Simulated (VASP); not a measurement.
GaSb, 2 atoms in the cell. The structure is orthorhombic, space group Immm (No. 71). Conventional cell: a = 3.112 Å, b = 5.350 Å, c = 5.787 Å, α = 90.00°, β = 90.00°, γ = 90.00°. Around Sb (site symmetry mmm) lie 6 Ga at 2.89 to 3.09 Å and 2 Sb at 3.11 Å. Ga (site symmetry mmm) has 6 Sb at 2.89 to 3.09 Å and 2 Ga at 3.11 Å as nearest neighbours. Measurements of this composition are mostly on another form, of space group No. 216.

```yaml
Program: VASP 6.6.1
Task: single point
Functional: PBE
Potentials_or_basis: VASP PAW PBE potentials, release 64 (Sb_d_GW, Ga_d_GW)
Cutoff: 450 eV
k_mesh: 5 × 5 × 5
Occupations: gaussian, width 0.02 eV
Spin: no spin polarisation
Further_INCAR_settings: ALGO = Fast; EDIFF = 1e-06
```

Potentials or basis: VASP PAW PBE potentials, release 64 (Sb_d_GW, Ga_d_GW).

Command:

```console
$ cat potpaw_PBE.64/Sb_d_GW/POTCAR potpaw_PBE.64/Ga_d_GW/POTCAR > POTCAR
$ mpirun -np 1 vasp_std > vasp.out
```

Hardware: 1 thread of AMD EPYC 9R45 (Zen 5) (shared host).

**Question.** Estimate the wall time of this run.

**Answer.** Wall time 45 s on 1 thread of AMD EPYC 9R45 (Zen 5) (shared host), peak memory 0.15 GiB. Counts: scf iterations 29, k points 27.
